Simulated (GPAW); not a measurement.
Crystal: PtS2.

```
Pt S
1.0
     3.54320    0.00000    0.00000
    -1.77160    3.06850    0.00000
     0.00000    0.00000    5.03880
Pt S
1 2
Direct
  0.00000 0.00000 0.00000
  0.66667 0.33333 0.77300
  0.33333 0.66667 0.22700
```

Base run:

| Quantity | Value |
| --- | --- |
| Program | GPAW 26.7.0 |
| Functional | vdW-DF2 |
| Potentials or basis | GPAW PAW data sets (gpaw-data 1.2.1) |
| Cutoff | 600 eV |
| Basis | pw |
| k mesh | 9 × 9 × 5 |
| Occupations | fermi-dirac, width 0.05 eV |
| Spin | no spin polarisation |

Its results: band gap on the k mesh 1.02 eV, indirect (least direct gap 1.13 eV); largest force 2.573 eV/Å.

The run is repeated on the same cell with these changes: functional from vdW-DF2 to SCAN. What comes out?

Band gap on the k mesh 1.25 eV, indirect (least direct gap 1.31 eV); largest force 1.012 eV/Å.

Caveats: the PAW data sets were made with another functional, which shifts forces and pressure a little; spin-orbit coupling is left out, which moves the levels of the heavy elements; an odd mesh through Γ misses points on the zone boundary, where band edges often lie.
